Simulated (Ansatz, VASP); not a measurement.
**SiC: VASP beside Ansatz**

File INCAR:

```
SYSTEM = SiC
PREC     = Accurate       ! precision mode
ENCUT    = 520            ! plane-wave cutoff, eV
EDIFF    = 1E-6           ! SCF threshold, eV
ISMEAR   = 0              ! smearing method
SIGMA    = 0.05           ! smearing width, eV
LREAL    = .FALSE.        ! projectors in reciprocal space
LASPH    = .TRUE.         ! aspherical terms in the spheres
NELM     = 100            ! most SCF steps
ALGO     = Normal         ! electronic algorithm
ISIF     = 2              ! what is computed and relaxed
LWAVE    = .FALSE.        ! write WAVECAR
LCHARG   = .FALSE.        ! write CHGCAR
GGA      = PE             ! functional
NBANDS   = 11             ! bands
```

KPOINTS

```
regular mesh
0
G
  12 12 12
  0 0 0
```

Contents of POSCAR:

```
SiC
1.0
    0.0000000000      2.1060795125      2.1060795125
    2.1060795125      0.0000000000      2.1060795125
    2.1288251713      2.1288251713     -0.0227456587
Si C
1 1
Direct
    0.0000000000      0.0000000000      0.0000000000
    0.7500000000      0.7500000000      0.7500000000
```

Input for Ansatz:

```yaml
crystal:
  lattice:
    - [0.0, 2.1060795125, 2.1060795125]
    - [2.1060795125, 0.0, 2.1060795125]
    - [2.1288251713, 2.1288251713, -0.0227456587]
  atoms:
    - { symbol: Si, position: [0.0, 0.0, 0.0] }
    - { symbol: C, position: [0.75, 0.75, 0.75] }
basis:
  ecutwfc: 520.0
kpoints:
  mp_grid: { grid: [12, 12, 12] }
hamiltonian:
  xc: pbe
scf:
  occupations: { method: gaussian, width: 0.05 }
output:
  forces: true
  stress: true
  eigenvalues: true
  write_density: true
  write_potential: true
  elf: true
  volumetric_format: npy
```

Alike in both runs: task single point; functional PBE; k mesh 12 × 12 × 12; occupations gaussian, width 0.05 eV; no spin polarisation.

|  | VASP | Ansatz |
| --- | --- | --- |
| version | VASP 6.6.1 | Ansatz 0.2.0 |
| potentials or method | VASP PAW PBE potentials, release 64 (Si, C) | scalar-relativistic, plane waves, PAW |
| plane-wave cutoff (eV) | 520 | 520 |
| valence electrons in the cell | 8 | 8 |

VASP gave:

* gap on the k mesh at the Fermi level (eV): 1.23
* least direct gap on the mesh (eV): 4.53
* pressure (GPa): 26.1
* largest component of the traceless stress (GPa): 3.65
* rms of the force components (eV/Å): 0.135

Question: Estimate Ansatz's values.

Answer: gap on the k mesh at the Fermi level (eV): 1.23; least direct gap on the mesh (eV): 4.53; pressure (GPa): 26.2; largest component of the traceless stress (GPa): 3.64; rms of the force components (eV/Å): 0.135.

Atom by atom the forces differ by 0.000 eV/Å (rms over components).

Caveats: so large a pressure means that the cell lies far from this level's equilibrium, or that cutoff or potentials fall short (VASP). A k mesh can miss the band edges.
